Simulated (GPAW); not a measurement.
Input of a GPAW 26.7.0 run:

File run.py:

```python
import spglib
from ase import Atoms
from ase.dft.bandgap import bandgap
from ase.io import read, write
from ase.units import GPa
from gpaw import GPAW, PW, setup_paths

setup_paths.insert(0, '.')

atoms = read('NiO.cif')
cell, positions, numbers = spglib.find_primitive(
    (atoms.cell[:], atoms.get_scaled_positions(), atoms.numbers), symprec=1e-4)
atoms = Atoms(numbers, cell=cell, scaled_positions=positions, pbc=True)
atoms.set_initial_magnetic_moments([1.0, 0.0])

calc = GPAW(mode=PW(800),
            xc='PBE',
            kpts={'size': (8, 8, 8), 'gamma': True},
            occupations={'name': 'fermi-dirac', 'width': 0.05},
            nbands=22,
            convergence={'density': 1e-05, 'energy': 1e-05},
            maxiter=150,
            txt='gpaw.txt')
atoms.calc = calc
energy = atoms.get_potential_energy()
forces = atoms.get_forces()
stress = atoms.get_stress()
calc.write('gs.gpw')
write('result.traj', atoms)
print(f'Energy: {energy:.6f} eV')
print('Forces (eV/A):')
print(forces.round(4))
print('Stress (GPa):', (stress / GPa).round(3))
print('Moments:', calc.get_magnetic_moments().round(3))
print('Fermi level:', round(calc.get_fermi_level(), 4), 'eV')
print(f'Gap: {bandgap(calc)[0]:.4f} eV, direct: {bandgap(calc, direct=True)[0]:.4f} eV')

path = atoms.cell.bandpath('GXWKGLUWLK,UX', npoints=80, eps=1e-4)
bs_calc = calc.fixed_density(kpts=path, symmetry='off', nbands=31,
                             convergence={'bands': 'CBM+6.0', 'eigenstates': 1e-6}, txt='bands.txt')
bs = bs_calc.band_structure()
bs.write('bs.json')
print(f'Gap on the path: {bandgap(bs_calc)[0]:.4f} eV')
```

File NiO.cif:

```cif
data_NiO
_cell_length_a 4.17180328
_cell_length_b 4.17180328
_cell_length_c 4.17180328
_cell_angle_alpha 90.00000000
_cell_angle_beta 90.00000000
_cell_angle_gamma 90.00000000
_space_group_name_H-M_alt 'Fm-3m'
_space_group_name_Hall '-F 4 2 3'
_space_group_IT_number 225
loop_
_space_group_symop_operation_xyz
'x,y,z'
'-x,-y,-z'
'-y,x,z'
'y,-x,-z'
'-x,-y,z'
'x,y,-z'
'y,-x,z'
'-y,x,-z'
'x,-y,-z'
'-x,y,z'
'-y,-x,-z'
'y,x,z'
'-x,y,-z'
'x,-y,z'
'y,x,-z'
'-y,-x,z'
'z,x,y'
'-z,-x,-y'
'z,-y,x'
'-z,y,-x'
'z,-x,-y'
'-z,x,y'
'z,y,-x'
'-z,-y,x'
'-z,x,-y'
'z,-x,y'
'-z,-y,-x'
'z,y,x'
'-z,-x,y'
'z,x,-y'
'-z,y,x'
'z,-y,-x'
'y,z,x'
'-y,-z,-x'
'x,z,-y'
'-x,-z,y'
'-y,z,-x'
'y,-z,x'
'-x,z,y'
'x,-z,-y'
'-y,-z,x'
'y,z,-x'
'-x,-z,-y'
'x,z,y'
'y,-z,-x'
'-y,z,x'
'x,-z,y'
'-x,z,-y'
'x,y+1/2,z+1/2'
'-x,-y+1/2,-z+1/2'
'-y,x+1/2,z+1/2'
'y,-x+1/2,-z+1/2'
'-x,-y+1/2,z+1/2'
'x,y+1/2,-z+1/2'
'y,-x+1/2,z+1/2'
'-y,x+1/2,-z+1/2'
'x,-y+1/2,-z+1/2'
'-x,y+1/2,z+1/2'
'-y,-x+1/2,-z+1/2'
'y,x+1/2,z+1/2'
'-x,y+1/2,-z+1/2'
[... 41 lines left out ...]
'y+1/2,-x,z+1/2'
'-y+1/2,x,-z+1/2'
'x+1/2,-y,-z+1/2'
'-x+1/2,y,z+1/2'
'-y+1/2,-x,-z+1/2'
'y+1/2,x,z+1/2'
'-x+1/2,y,-z+1/2'
'x+1/2,-y,z+1/2'
'y+1/2,x,-z+1/2'
'-y+1/2,-x,z+1/2'
'z+1/2,x,y+1/2'
'-z+1/2,-x,-y+1/2'
'z+1/2,-y,x+1/2'
'-z+1/2,y,-x+1/2'
'z+1/2,-x,-y+1/2'
'-z+1/2,x,y+1/2'
'z+1/2,y,-x+1/2'
'-z+1/2,-y,x+1/2'
'-z+1/2,x,-y+1/2'
'z+1/2,-x,y+1/2'
'-z+1/2,-y,-x+1/2'
'z+1/2,y,x+1/2'
'-z+1/2,-x,y+1/2'
'z+1/2,x,-y+1/2'
'-z+1/2,y,x+1/2'
'z+1/2,-y,-x+1/2'
'y+1/2,z,x+1/2'
'-y+1/2,-z,-x+1/2'
'x+1/2,z,-y+1/2'
'-x+1/2,-z,y+1/2'
'-y+1/2,z,-x+1/2'
'y+1/2,-z,x+1/2'
'-x+1/2,z,y+1/2'
'x+1/2,-z,-y+1/2'
'-y+1/2,-z,x+1/2'
'y+1/2,z,-x+1/2'
'-x+1/2,-z,-y+1/2'
'x+1/2,z,y+1/2'
'y+1/2,-z,-x+1/2'
'-y+1/2,z,x+1/2'
'x+1/2,-z,y+1/2'
'-x+1/2,z,-y+1/2'
'x+1/2,y+1/2,z'
'-x+1/2,-y+1/2,-z'
'-y+1/2,x+1/2,z'
'y+1/2,-x+1/2,-z'
'-x+1/2,-y+1/2,z'
'x+1/2,y+1/2,-z'
'y+1/2,-x+1/2,z'
'-y+1/2,x+1/2,-z'
'x+1/2,-y+1/2,-z'
'-x+1/2,y+1/2,z'
'-y+1/2,-x+1/2,-z'
'y+1/2,x+1/2,z'
'-x+1/2,y+1/2,-z'
'x+1/2,-y+1/2,z'
'y+1/2,x+1/2,-z'
'-y+1/2,-x+1/2,z'
'z+1/2,x+1/2,y'
'-z+1/2,-x+1/2,-y'
'z+1/2,-y+1/2,x'
'-z+1/2,y+1/2,-x'
'z+1/2,-x+1/2,-y'
'-z+1/2,x+1/2,y'
'z+1/2,y+1/2,-x'
'-z+1/2,-y+1/2,x'
'-z+1/2,x+1/2,-y'
'z+1/2,-x+1/2,y'
'-z+1/2,-y+1/2,-x'
'z+1/2,y+1/2,x'
'-z+1/2,-x+1/2,y'
'z+1/2,x+1/2,-y'
'-z+1/2,y+1/2,x'
'z+1/2,-y+1/2,-x'
'y+1/2,z+1/2,x'
'-y+1/2,-z+1/2,-x'
'x+1/2,z+1/2,-y'
'-x+1/2,-z+1/2,y'
'-y+1/2,z+1/2,-x'
'y+1/2,-z+1/2,x'
'-x+1/2,z+1/2,y'
'x+1/2,-z+1/2,-y'
'-y+1/2,-z+1/2,x'
'y+1/2,z+1/2,-x'
'-x+1/2,-z+1/2,-y'
'x+1/2,z+1/2,y'
'y+1/2,-z+1/2,-x'
'-y+1/2,z+1/2,x'
'x+1/2,-z+1/2,y'
'-x+1/2,z+1/2,-y'
loop_
_atom_site_label
_atom_site_type_symbol
_atom_site_symmetry_multiplicity
_atom_site_Wyckoff_symbol
_atom_site_fract_x
_atom_site_fract_y
_atom_site_fract_z
_atom_site_occupancy
Ni1 Ni 4 a 0.0000000000 0.0000000000 0.0000000000 1
O1 O 4 b 0.5000000000 0.0000000000 0.0000000000 1
```

Potentials or basis: PAW data sets generated in the run's folder for this functional, pw.

The run is started by

```console
$ gpaw-setup -f PBE Ni O
$ OMP_NUM_THREADS=1 python run.py
```

(1) Estimate the pressure.

(2) Predict the net moment.

(3) Predict the band gap along the path.

(4) Estimate the site moments.

## Answers

(1) 10.5 GPa.

(2) 1.79 μB per cell.

(3) none (metal or under the smearing width).

(4) Ni +1.49; O +0.22 μB.

Caveat: the stock nickel data set gives pressures a few GPa off other programs; a cell with one magnetic atom can't hold antiferromagnetic order, which such compounds often take; semilocal functionals often make such compounds metallic where correlation or magnetic order opens a gap, which also shifts bond lengths.

**Experimental background.**

“Local correlations, non-local screening, multiplets, and band formation in NiO”, 2012, arxiv:1210.6675 quotes, for a bulk crystal of NiO: band gap 4.3 eV.

A measured gap of NiO is 4.3 eV (quoted in “Local correlations, non-local screening, multiplets, and band formation in NiO”, 2012, arxiv:1210.6675); the calculated 0.00 eV misses it by -4.30 eV. So large a miss can be the level of theory's own, or it may mean another phase, state or a wrong row. The value is that of PBE, without temperature or zero-point motion. Semilocal functionals fall short of measured gaps as a rule. The run's magnetic order (collinear spin, ferromagnetic start) needn't be the measured crystal's.
